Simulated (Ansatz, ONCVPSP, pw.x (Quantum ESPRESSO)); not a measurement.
## What a changed setting does to a pw.x run (diamond Os)

Potential: optimised norm-conserving Vanderbilt (ONCV), ONCVPSP 4.0.1.1 (patched build), PBE; core [Kr] 4d10 4f14, reference 5s2 5p6 5d6 6s2; waves: 5s+6s: rc 1.70 bohr, ncon 4, nbas 8, qcut 5.7 1/bohr, 2 projectors; 5p: rc 1.75 bohr, ncon 4, nbas 8, qcut 8.4 1/bohr, 2 projectors, debl 2.3 Ha; 5d: rc 2.30 bohr, ncon 4, nbas 8, qcut 6.1 1/bohr, 2 projectors, debl 3.5 Ha; local part: polynomial inside 1.35 bohr (lpopt 1, dvloc0 0 Ha); core correction: Teter function, fcfact 3.5, rcfact 1.3.

The reference run (k-mesh 8³, cutoffs 80/320 Ry, Fermi–Dirac 0.01 Ry, mixing_beta 0.4, conv_thr 1e-9, no spin) gives -1.19 GPa at 21.376 Å³/atom, where all-electron LAPW gives 0.80 GPa. This run, with its own iteration cap, changes degauss to 0.005.

```
&control
  calculation='scf', prefix='x', pseudo_dir='./', outdir='./tmp', tstress=.true., disk_io='none'
/
&system
  ibrav=0, nat=2, ntyp=1, ecutwfc=80, ecutrho=320, nbnd=26,
  occupations='smearing', smearing='fd', degauss=0.005
/
&electrons
  conv_thr=1e-09, mixing_beta=0.4, electron_maxstep=60
/
ATOMIC_SPECIES
Os 1.0 Os.UPF
CELL_PARAMETERS angstrom
  0.00000000 2.77529283 2.77529283
  2.77529283 0.00000000 2.77529283
  2.77529283 2.77529283 0.00000000
ATOMIC_POSITIONS crystal
Os 0.0000 0.0000 0.0000
Os 0.2500 0.2500 0.2500
K_POINTS automatic
8 8 8 0 0 0
```

```bash
pw.x < Os.scf.in > Os.scf.out
```

Task: How does the run end?

Result: It converges in 9 iterations; the free energy moves by +18.1 meV/atom and the pressure by -0.23 GPa. In a metal, with Fermi–Dirac smearing, F lies below its zero-width value by a term in the square of the width.

```
Message from routine setup:
     using ibrav=0 with symmetry is DISCOURAGED, use correct ibrav instead
     lattice parameter (alat)  =       7.4169  a.u.
     unit-cell volume          =     288.5048 (a.u.)^3
     number of electrons       =        32.00
     number of Kohn-Sham states=           26
     kinetic-energy cutoff     =      80.0000  Ry
     charge density cutoff     =     320.0000  Ry
     scf convergence threshold =      1.0E-09
     Exchange-correlation= PBE
     number of k points=    29  Fermi-Dirac smearing, width (Ry)=  0.0050
     iteration #  1     ecut=    80.00 Ry     beta= 0.40
     total energy              =    -386.77480789 Ry
     estimated scf accuracy    <       0.05153245 Ry
     iteration #  2     ecut=    80.00 Ry     beta= 0.40
     total energy              =    -386.77132449 Ry
     estimated scf accuracy    <       0.01510444 Ry
     iteration #  3     ecut=    80.00 Ry     beta= 0.40
     total energy              =    -386.77232765 Ry
     estimated scf accuracy    <       0.00015945 Ry
     iteration #  4     ecut=    80.00 Ry     beta= 0.40
     total energy              =    -386.77235247 Ry
     estimated scf accuracy    <       0.00003893 Ry
     iteration #  5     ecut=    80.00 Ry     beta= 0.40
     total energy              =    -386.77235469 Ry
     estimated scf accuracy    <       0.00000137 Ry
     iteration #  6     ecut=    80.00 Ry     beta= 0.40
     total energy              =    -386.77235506 Ry
     estimated scf accuracy    <       0.00000009 Ry
     iteration #  7     ecut=    80.00 Ry     beta= 0.40
     total energy              =    -386.77235505 Ry
     estimated scf accuracy    <       0.00000004 Ry
     iteration #  8     ecut=    80.00 Ry     beta= 0.40
     total energy              =    -386.77235506 Ry
     estimated scf accuracy    <          7.6E-09 Ry
     iteration #  9     ecut=    80.00 Ry     beta= 0.40
     the Fermi energy is    15.3319 ev
!    total energy              =    -386.77235506 Ry
     estimated scf accuracy    <          3.9E-10 Ry
     smearing contrib. (-TS)   =      -0.00144867 Ry
     The total energy is F=E-TS. E is the sum of the following terms:
     one-electron contribution =    -146.76182789 Ry
     hartree contribution      =      83.60892729 Ry
     xc contribution           =     -60.67417951 Ry
     ewald contribution        =    -262.94382628 Ry
     convergence has been achieved in   9 iterations
          total   stress  (Ry/bohr**3)                   (kbar)     P=      -14.19
     Message from routine punch:
     Nothing written, as per user request (disk_io='none')
```

The run took about 49 s on one core of a shared host (Neoverse-V1, 64 threads, 503 GiB, load 11).
